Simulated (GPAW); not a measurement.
# La2O3 (P-62m) in GPAW: single point with r2SCAN

Aim: the single point of La2O3 with r2SCAN.

Program: GPAW 26.7.0. These are calculated values, not measurements. Logs are shortened: lines on timing, memory, paths and dates and some standing lists are left out, and cuts for length are marked. The log counts tension as positive stress, the text compression.

## (1) The structure

The structure is hexagonal, space group P-62m (No. 189). Conventional cell: a = 6.267 Å, b = 6.267 Å, c = 3.300 Å, α = 90.00°, β = 90.00°, γ = 120.00°. La (site symmetry -6) is surrounded by 6 O at 2.45 Å. O (site symmetry m2m) is surrounded by 4 La at 2.45 Å.

The cell comes from a database or a generator and needn't be the stable form of this composition.

## (2) Single point, r2SCAN

Contents of run.py:

```python
from ase.dft.bandgap import bandgap
from ase.io import write
from ase.spacegroup import crystal
from ase.units import GPa
from gpaw import GPAW, PW

# La 2d
# O 3f
atoms = crystal(['La', 'O'],
                basis=[[0.6666666667, 0.3333333333, 0.5],
                       [0.5080139899, 0.0, 0.0]],
                spacegroup=189, setting=1,  # P-62m
                cellpar=[6.26678028, 6.26678028, 3.299766, 90.0, 90.0, 120.0],
                primitive_cell=True)

calc = GPAW(mode=PW(650),
            xc='MGGA_X_R2SCAN+MGGA_C_R2SCAN',
            kpts={'size': (4, 4, 7), 'gamma': True},
            occupations={'name': 'fermi-dirac', 'width': 0.05},
            nbands=42,
            maxiter=120,
            txt='gpaw.txt')
atoms.calc = calc
energy = atoms.get_potential_energy()
forces = atoms.get_forces()
stress = atoms.get_stress()
calc.write('gs.gpw')
write('result.traj', atoms)
print(f'Energy: {energy:.6f} eV')
print('Forces (eV/A):')
print(forces.round(4))
print('Stress (GPa):', (stress / GPa).round(3))
print('Fermi level:', round(calc.get_fermi_level(), 4), 'eV')
print(f'Gap: {bandgap(calc)[0]:.4f} eV, direct: {bandgap(calc, direct=True)[0]:.4f} eV')
```

Potentials or basis: GPAW PAW data sets (gpaw-data 1.2.1), pw.

Started as:

```
$ OMP_NUM_THREADS=1 python run.py
```

gpaw.txt:

```text
__  _  _
 | _ |_)|_||  |
 |__||  | ||/\| - 26.7.0

Input parameters:
  mode=PW(ecut=650.0),
  kpts=MonkhorstPack(size=(4, 4, 7), gamma=True),
  maxiter=120,
  nbands=42,
  occupations=Occupations(name='fermi-dirac', width=0.05),
  xc=XC(name='MGGA_X_R2SCAN+MGGA_C_R2SCAN')

Diagonalizing LCAO Hamiltonian
Converting LCAO to pw mode

              La
                    La
         O       O

                   O

Atoms  # Å, Bohr magnetons
|   | symbol |         x |        y |        z |    initial magnetic moments |
|---|--------|-----------|----------|----------|-----------------------------|
| 0 |     La |  3.133390 | 1.809064 | 1.649883 | ( 0.0000,  0.0000,  0.0000) |
| 1 |     La | -0.000000 | 3.618127 | 1.649883 | ( 0.0000,  0.0000,  0.0000) |
| 2 |      O |  3.183612 | 0.000000 | 0.000000 | ( 0.0000,  0.0000,  0.0000) |
| 3 |      O | -1.591806 | 2.757089 | 0.000000 | ( 0.0000,  0.0000,  0.0000) |
| 4 |      O |  1.541584 | 2.670102 | 0.000000 | ( 0.0000,  0.0000,  0.0000) |

Unit cell  # Å
| periodic |         x |        y |        z |  lengths |     angles |
|----------|-----------|----------|----------|----------|------------|
|      yes |  6.266780 | 0.000000 | 0.000000 | 6.266780 |  90.000000 |
|      yes | -3.133390 | 5.427191 | 0.000000 | 6.266780 |  90.000000 |
|      yes |  0.000000 | 0.000000 | 3.299766 | 3.299766 | 120.000000 |

Number of symmetries: 12
Symmetry operations  # r_c * U_cc + t_c -> r_c
|    | kind |            matrix            |
|----|------|------------------------------|
|  0 |  E   |  1, 0, 0,  0, 1, 0,  0, 0, 1 |
|  1 |  σ   |  1, 0, 0,  0, 1, 0,  0, 0,-1 |
|  2 |  σ   |  1, 0, 0, -1,-1, 0,  0, 0, 1 |
|  3 |  C2  |  1, 0, 0, -1,-1, 0,  0, 0,-1 |
|  4 |  σ   |  0, 1, 0,  1, 0, 0,  0, 0, 1 |
|  5 |  C2  |  0, 1, 0,  1, 0, 0,  0, 0,-1 |
|  6 |  C3  |  0, 1, 0, -1,-1, 0,  0, 0, 1 |
|  7 |  S3  |  0, 1, 0, -1,-1, 0,  0, 0,-1 |
|  8 |  C3  | -1,-1, 0,  1, 0, 0,  0, 0, 1 |
|  9 |  S3  | -1,-1, 0,  1, 0, 0,  0, 0,-1 |
| 10 |  σ   | -1,-1, 0,  0, 1, 0,  0, 0, 1 |
| 11 |  C2  | -1,-1, 0,  0, 1, 0,  0, 0,-1 |

BZ-sampling:
  Number of BZ points: 112
  Number of IBZ points: 16

  Monkhorst-Pack size: [4, 4, 7]
  Monkhorst-Pack shift: [0.125, 0.125, 0.0]

K-points  # in reciprocal-cell coordinates
|     |                                coordinates |     weight |
|-----|--------------------------------------------|------------|
|   0 | (  0.00000000,   0.00000000,   0.00000000) | 0.00892857 |
|   1 | (  0.00000000,   0.00000000,   0.14285714) | 0.01785714 |
|   2 | (  0.00000000,   0.00000000,   0.28571429) | 0.01785714 |
|   3 | (  0.00000000,   0.00000000,   0.42857143) | 0.01785714 |
|   4 | (  0.25000000,   0.00000000,   0.00000000) | 0.05357143 |
|   5 | (  0.25000000,   0.00000000,   0.14285714) | 0.10714286 |
|   6 | (  0.25000000,   0.00000000,   0.28571429) | 0.10714286 |
|   7 | (  0.25000000,   0.00000000,   0.42857143) | 0.10714286 |
|   8 | (  0.50000000,   0.25000000,   0.00000000) | 0.05357143 |
|   9 | (  0.50000000,   0.25000000,   0.14285714) | 0.10714286 |
| ... |                                            |            |
|  15 | (  0.50000000,   0.50000000,   0.42857143) | 0.05357143 |

Plane wave coefficients: 4244
Cutoff: 650.0 eV

Spin-components: 1 (collinear spins)
Bands:           42
Projectors:      31
Spin-degeneracy: 2
Datatype:        complex128

Parallelization:
  kpt:    1
  domain: 1
  band:   1

Density:
  Valence electrons: 40.0
  Components: 1
  Grid points: [40 40 20]
  Charge: 0.0  # |e|

Potential:
  Grid points: [40 40 20]

species:
  La:
    name:    Lanthanum
    Z:       57.0
    valence: 11
    core:    46
    charge:  0.0  # [|e|]
    compensation charges:
      type: gauss
      rc: 0.35  # [Å]
      lmax: 2
    cutoffs:
      filter: 1.17  # [Å]
      core: 2.19  # [Å]
    projectors
    | kind |    occ | energy [eV] | rcut [Å] |
    |------|--------|-------------|----------|
    |   5s |  2.000 |     -38.923 |    1.164 |
    |   6s |  2.000 |      -3.679 |    1.164 |
    |   5p |  6.000 |     -22.400 |    1.164 |
    |   6p |  0.000 |      -1.352 |    1.164 |
    |   5d |  1.000 |      -3.090 |    1.164 |
    |   4f |  0.000 |      -4.340 |    1.164 |
    |    d |        |      24.122 |    1.164 |
    |    f |        |      22.872 |    1.164 |

    Using partial waves for La as LCAO basis

  O:
    name:    Oxygen
    Z:       8.0
    valence: 6
    core:    2
    charge:  0.0  # [|e|]
    compensation charges:
      type: gauss
      rc: 0.21  # [Å]
      lmax: 2
    cutoffs:
      filter: 1.17  # [Å]
      core: 0.83  # [Å]
    projectors
    | kind |    occ | energy [eV] | rcut [Å] |
    |------|--------|-------------|----------|
    |   2s |  2.000 |     -23.961 |    0.688 |
    |   2p |  4.000 |      -9.029 |    0.598 |
    |    s |        |       3.251 |    0.688 |
    |    p |        |      18.182 |    0.598 |
    |    d |        |       0.000 |    0.619 |

    Using partial waves for O as LCAO basis

Reference energy: -468348.802346  # eV

eigensolver:
  PPCG
  Converge bands: occupied
  niter=2

density mixing:
  MSR1-Mixer
  Pratt-step length: 0.05
  Maximum mixing coefficient: 0.75
  Old densities: 10
  SVD Regularization: 0.005
  Good broyden scale: 1.0
  Trust region scale: 1.0
  Backstep threshold: 4.0
  History deletion threshold: 6.0
  Fourier metric: weight=20.0, sigma=0.015

occupation numbers:
  Fermi-Dirac:
    width: 0.0500  # eV

poisson solver:
  ecut: 5200.0  # eV

xc functional:
  name: MGGA_X_R2SCAN+MGGA_C_R2SCAN with 2 nearest neighbor stencil

convergence criteria:
- Maximum [total energy] change in last 3 cyles: 0.0005 eV / valence electron
- Maximum integral of absolute [dens]ity change: 0.0001 electrons / valence electron
- Maximum integral of absolute [eigenst]ate change: 4e-08 eV^2 / valence electron
maximum number of iterations: 120

SCF iterations
|iter     | |      energy | eigst |  dens |
|---------|-|-------------|-------|-------|
|iter:   1| |  -97.442333 | +0.39 |       |
|iter:   2| |  -78.383194 | -0.77 | -0.82 |
|iter:   3| |  -77.193943 | +0.84 | -0.86 |
|iter:   4| |  -74.562852 | +0.40 | -0.95 |
|iter:   5| |  -74.497424 | -1.41 | -1.51 |
|iter:   6| |  -74.489512 | -2.16 | -2.20 |
|iter:   7| |  -74.490162c| -3.40 | -2.71 |
|iter:   8| |  -74.490210c| -4.77 | -3.18 |
|iter:   9| |  -74.490215c| -5.84 | -3.87 |
|iter:  10| |  -74.490215c| -6.88 | -4.42c|
|iter:  11| |  -74.490215c| -7.92c| -5.18c|

Converged in 11 steps
Energy contributions relative to reference atoms: (reference = -468348.802346)

Energy contributions:
  Kinetic:          30.934809
  Coulomb:         -27.531730
  Zero:             -1.649641
  External:          0.000000
  Xc:              -76.243653
  Entropy:          -0.000000
  Spinorbit:         0.000000
  ----------------------------
  Free energy:     -74.490215
  Extrapolated:    -74.490215

dipole moment: (-8.808292, -15.256409, -27.827965)  # |e|*Ang

Fermi level: 5.607
Eigenvalues  # (at kpt = [0.000, 0.000, 0.000])
| band index |      eig [eV] | occ [0-2] |
|------------|---------------|-----------|
|          0 |       -26.760 |     2.000 |
|        ... |               |           |
|         12 |         2.359 |     2.000 |
|         13 |         2.359 |     2.000 |
|         14 |         2.682 |     2.000 |
|         15 |         2.682 |     2.000 |
|         16 |         3.651 |     2.000 |
|         17 |         3.651 |     2.000 |
[... 8 lines left out ...]
|         26 |        10.155 |     0.000 |
|         27 |        10.158 |     0.000 |
|        ... |               |           |
|         41 |        12.911 |     0.000 |

Gap: 1.982 eV
Transition (v -> c):
  (s=0, k=3, n=19, [0.00, 0.00, 0.43]) -> (s=0, k=0, n=20, [0.00, 0.00, 0.00])
Direct/indirect transitions are different
Direct gap: 2.396 eV
Transition at: (s=0, k=0, n=19, [0.00, 0.00, 0.00])

Forces  # eV/Ang
|        x |        y |       z |
|----------|----------|---------|
|  0.00000 |  0.00000 | 0.00000 |  # La   0
| -0.00000 |  0.00000 | 0.00000 |  # La   1
| -0.04611 |  0.00000 | 0.00000 |  # O    2
|  0.02305 | -0.03993 | 0.00000 |  # O    3
|  0.02305 |  0.03993 | 0.00000 |  # O    4

Stress tensor  # eV/Ang^3
|         x |         y |        z |
|-----------|-----------|----------|
| -0.008745 |  0.000000 | 0.000000 |
|  0.000000 | -0.008745 | 0.000000 |
|  0.000000 |  0.000000 | 0.007065 |

# Writing to gs.gpw (mode='')
```

Wall time 81 s (1 thread of Intel Xeon 6975P-C (Granite Rapids), shared host); peak memory 1 GiB.

Results:

| Item | Value |
| --- | --- |
| Free energy | -74.4902 eV |
| Pressure | 0.6 GPa |
| Largest force | 0.046 eV/Å |
| Band gap on the k mesh | 1.98 eV, indirect (least direct gap 2.40 eV) |

Forces in eV/Å, atoms in the order of the input:
```
La   0.000  0.000  0.000
La   0.000  0.000  0.000
O   -0.046  0.000  0.000
O    0.023 -0.040  0.000
O    0.023  0.040  0.000
```

Caveat: the cutoff is short for stress and forces, so pressures can be off by a GPa or more; one-centre terms of the f shell are cut off; the PAW data sets were made with another functional, which shifts forces and pressure a little; spin-orbit coupling is left out, which moves the levels of the heavy elements; an odd mesh through Γ misses points on the zone boundary, where band edges often lie.
